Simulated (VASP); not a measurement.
Input of a VASP 6.6.1 run:

File INCAR:

```
  PREC = Accurate
  ENCUT = 600
  EDIFF = 1E-6
  ISMEAR = 0
  SIGMA = 0.02
  LREAL = False
  LASPH = True
  NELM = 120
  ALGO = Normal
  ISIF = 3
  LWAVE = False
  LCHARG = False
  GGA = PS
  IBRION = 2
  NSW = 40
  EDIFFG = -0.005
```

KPOINTS

```
regular mesh
0
Gamma
  10 10 10
```

POSCAR

```
CaO
1.0
    0.0000000000      2.3900000000      2.3900000000
    2.3900000000      0.0000000000      2.3900000000
    2.3900000000      2.3900000000      0.0000000000
Ca O
1 1
Direct
    0.0000000000      0.0000000000      0.0000000000
    0.5000000000      0.5000000000      0.5000000000
```

Potentials or basis: VASP PAW PBE potentials, release 64 (Ca_sv, O).

The run is started by

```sh
$ cat potpaw_PBE.64/Ca_sv/POTCAR potpaw_PBE.64/O/POTCAR > POTCAR
$ mpirun -np 1 vasp_std > vasp.out
```

(1) What does it give for the relaxed volume?

(2) What does it give for the space group after relaxing (to 0.05 Å)?

(3) Predict the relaxed cell.

Answers

(1) 13.61 Å³/atom.

(2) Fm-3m (No. 225).

(3) a = 3.376 Å, b = 3.376 Å, c = 3.376 Å, α = 60.00°, β = 60.00°, γ = 60.00°.

Caveat: the PAW data sets were made with another functional, which shifts forces and pressure a little.
